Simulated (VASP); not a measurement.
The system is PtSe2.

```xyz
3
Lattice="3.2802 -2.0108 0.0000 3.2802 2.0108 0.0000 -0.0032 0.0000 4.6258" Properties=species:S:1:pos:R:3 pbc="T T T"
Pt    0.0000    0.0000    0.0000
Se    4.5120    0.0000    1.3364
Se    2.0452    0.0000    3.2894
```

The cell was built by a generator and isn't the measured one.

Base run:

| Item | Value |
| --- | --- |
| Program | VASP 6.6.1 |
| Functional | LDA |
| Potentials or basis | VASP PAW LDA potentials, release 64 (Pt, Se) |
| Cutoff | 520 eV |
| k mesh | 6 × 6 × 4 |
| Occupations | gaussian, width 0.05 eV |
| Spin | collinear spin, ferromagnetic start |
| Starting moments | [0.5, 0.0, 0.0] μB |
| Hubbard terms | Pt d U = 4 eV |

Its results: pressure -11.1 GPa; largest force 1.132 eV/Å.

**Question.** The run is repeated on the same cell with these changes: further incar settings from ALGO = Normal; EDIFF = 1e-07; NBANDS = 22 to ALGO = Fast; EDIFF = 1e-07; NBANDS = 22; fixed moment from none to 1 μB. What comes out?

**Answer.** Pressure -9.6 GPa; site moments Pt +0.38; Se +0.21 μB; largest force 1.030 eV/Å.

Caveats: forces of over 1 eV/Å show positions far from the minimum, so gaps and moduli don't describe the material at rest; the total moment is fixed, so each spin has its own Fermi level (some runs).
